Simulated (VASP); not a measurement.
Wanted: the native input for a VASP 6.6.1 run.

| Item | Value |
| --- | --- |
| Task | single point |
| Functional | LDA |
| Potentials or basis | VASP PAW LDA potentials, release 64 (K_sv, Cl) |
| Cutoff | 350 eV |
| k mesh | 6 × 6 × 6 |
| Occupations | gaussian, width 0.02 eV |
| Spin | no spin polarisation |
| Further INCAR settings | ALGO = Normal; EDIFF = 1e-07; NBANDS = 15 |

The structure of KCl lies in POSCAR:

```
KCl
1.0
    3.6340000000      0.0000000000      0.0000000000
    0.0000000000      3.6340000000      0.0000000000
    0.0000000000      0.0000000000      3.6340000000
K Cl
1 1
Direct
    0.0000000000      0.0000000000      0.0000000000
    0.5000000000      0.5000000000      0.5000000000
```

Measurements of this composition are mostly on another form, of space group No. 225.

One way to write it, as run:

INCAR

```
ALGO = Normal
EDIFF = 1E-7
ENCUT = 350
ISIF = 2
ISMEAR = 0
LASPH = True
LCHARG = False
LREAL = False
LWAVE = False
NBANDS = 15
NELM = 80
PREC = Accurate
SIGMA = 0.02
```

KPOINTS

```
k-points
0
Gamma
  6 6 6
```

Potentials or basis: VASP PAW LDA potentials, release 64 (K_sv, Cl).

The run is started by

```console
$ cat potpaw_LDA.64/K_sv/POTCAR potpaw_LDA.64/Cl/POTCAR > POTCAR
$ mpirun -np 1 vasp_std > vasp.out
```

It gave:

* Pressure: 0.1 GPa
* Band gap on the k mesh: 5.14 eV, indirect (least direct gap 5.38 eV)

Run time: 3.7 s on 1 thread of Intel(R) Xeon(R) Platinum 8488C (Sapphire Rapids) (shared host), peak memory 0.12 GiB.
